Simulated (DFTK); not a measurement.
Here is a DFTK 0.8.2 calculation.

File run.jl:

```julia
using DFTK
using PseudoPotentialData
using Unitful, UnitfulAtomic
using LinearAlgebra, Printf
using AtomsBase
include("save.jl")
disable_threading()

cell = [[0.0, 3.15085, 3.15085],
        [3.15085, 0.0, 3.15085],
        [3.15085, 3.15085, 0.0]]u"Å"
system = periodic_system([:Te => [0.5, 0.5, 0.5],
                          :Sn => [0.0, 0.0, 0.0]],
                         cell; fractional=true)
lattice   = austrip.(hcat(cell_vectors(system)...))
symbols   = atomic_symbol(system, :) .|> Symbol
positions = [lattice \ austrip.(position(system, i)) for i in 1:length(system)]
pseudopotentials = PseudoFamily("cp2k.nc.sr.pbe.v0_1.semicore.gth")
elements = Dict(s => ElementPsp(s, pseudopotentials) for s in unique(symbols))
atoms    = [elements[s] for s in symbols]

build_model(lattice, positions; symmetries=true) =
    model_DFT(lattice, atoms, positions;
              functionals=[:mgga_x_tb09, :lda_c_pw],
              temperature=austrip(0.05u"eV"),
              smearing=Smearing.FermiDirac(),
              symmetries)
Ecut  = 35.0  # hartree
kgrid = [7, 7, 7]
tol   = 1e-6
to_GPa = ustrip(uconvert(u"GPa", 1u"hartree/bohr^3"))

model = build_model(lattice, positions)
basis = PlaneWaveBasis(model; Ecut, kgrid)
display(basis)
scfres = self_consistent_field(basis;
                               tol,
                               nbandsalg=AdaptiveBands(model; n_bands_converge=10),
                               solver=ScfAndersonSolver())
display(scfres.energies)
@printf "Fermi level: %.6f eV\n" ustrip(auconvert(u"eV", something(scfres.εF, NaN)))
println("Levels at the first k-point (eV): ", round.(ustrip.(auconvert.(u"eV", scfres.eigenvalues[1][1:scfres.n_bands_converge])); digits=4))
save_scf!(scfres)

points = Dict("G" => [0.0, 0.0, 0.0], "K" => [0.375, 0.375, 0.75], "L" => [0.5, 0.5, 0.5], "U" => [0.625, 0.25, 0.625], "W" => [0.5, 0.25, 0.75], "X" => [0.5, 0.0, 0.5])
segments = [("G", "X", 7), ("X", "W", 4), ("W", "K", 3), ("K", "G", 7), ("G", "L", 6), ("L", "U", 4), ("U", "W", 3), ("W", "L", 5), ("L", "K", 4), ("U", "X", 3)]
kcoords = vcat([[points[a] + t * (points[b] - points[a]) for t in range(0, 1, n)] for (a, b, n) in segments]...)
bands = compute_bands(scfres, ExplicitKpoints(kcoords); n_bands=12, tol=1e-5)
for (k, ε) in zip(bands.basis.kpoints, bands.eigenvalues)
    @printf "%d %8.4f %8.4f %8.4f " k.spin k.coordinate...
    println(join([@sprintf("%9.4f", e) for e in ustrip.(auconvert.(u"eV", ε .- scfres.εF))]))
end
results["band_energies"] = rows(bands.eigenvalues); results["band_kpoints"] = rows(kcoords)
```

Potentials or basis: cp2k.nc.sr.pbe.v0_1.semicore.gth (PBE, GTH).

Run with:

```sh
$ julia --threads=1 run.jl  # save.jl only writes the numbers to a file and isn't shown; printed stress counts tension as positive; times include loading and compiling
```

Question: Predict the band gap along the path.

Answer: 0.07 eV, direct.

Levels at the corners of the path, in eV from the Fermi level:
```csv
point,band 2,band 3,band 4,band 5,band 6,band 7,band 8,band 9
Γ,-4.54,-2.37,-2.37,-2.37,3.40,3.40,3.40,4.47
X,-6.40,-5.82,-3.98,-3.98,1.92,4.98,4.98,6.42
W,-7.37,-5.08,-5.08,-1.03,0.80,4.46,4.46,6.09
K,-7.44,-5.43,-3.50,-2.87,2.94,2.97,4.10,5.53
Γ,-4.54,-2.37,-2.37,-2.37,3.40,3.40,3.40,4.47
L,-8.40,-2.11,-2.11,-0.04,0.03,0.27,0.27,7.73
U,-7.44,-5.43,-3.50,-2.87,2.94,2.97,4.10,5.53
W,-7.37,-5.08,-5.08,-1.03,0.80,4.46,4.46,6.09
L,-8.40,-2.11,-2.11,-0.04,0.03,0.27,0.27,7.73
K,-7.44,-5.43,-3.50,-2.87,2.94,2.97,4.10,5.53
U,-7.44,-5.43,-3.50,-2.87,2.94,2.97,4.10,5.53
X,-6.40,-5.82,-3.98,-3.98,1.92,4.98,4.98,6.42
```

Caveat: this odd mesh misses L, where the gap lies, so gap, dielectric constants and Born charges aren't listed; the program leaves the constant c of mgga_x_tb09 at 1, so the potential is Becke-Johnson's (BJ06) and not Tran and Blaha's, with levels but no total energy; GTH potentials come without recommended cutoffs, and this one wasn't checked for convergence; the potentials were made for another functional, which shifts forces and pressure; spin-orbit coupling is left out, which moves the levels of the heavy elements.

**The experiment to reproduce.**

A printed reference work, textbook reports, for a bulk crystal of SnTe at 300 K: band gap 0.18 eV (direct).

Measured gap of SnTe: 0.18 eV (direct; 300 K; a printed reference work, textbook). This calculation gives 0.07 eV (-0.11 eV). Spin-orbit coupling on Sn, Te is left out. The value is that of BJ06, without temperature or zero-point motion.
